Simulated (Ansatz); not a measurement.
**Relativity in BaS**

```
Ba S
1.0
     0.00000    3.19375    3.19375
     3.19375    0.00000    3.19375
     3.19375    3.19375    0.00000
Ba S
1 1
Direct
  0.00000 0.00000 0.00000
  0.50000 0.50000 0.50000
```

Atoms are numbered in the order listed.

The cell is COD entry 9008600, as deposited and not checked against the literature; nothing was relaxed.

One fixed cell is solved with PBE by LAPW (all electrons) in Ansatz 0.2.0 under different relativistic treatments. Pressure is positive in compression.

Numerical set-up: a Γ-centred 8×8×8 k mesh, Fermi–Dirac smearing of 0.02 eV, basis error target 0.25 meV/atom, no spin polarisation.

```
                                             setting  P (GPa)  gap on the k mesh (eV)
                                 scalar-relativistic     0.83                    2.21
                                    non-relativistic        ?                    2.06
                            with spin–orbit coupling     0.82                       ?
scalar-relativistic, inner shells corrected to Dirac     0.84                    2.21
```

What belongs in the row "with spin–orbit coupling", column "gap on the k mesh (eV)"?

2.16.

Give the missing entry: row "non-relativistic", column "P (GPa)".

1.12.
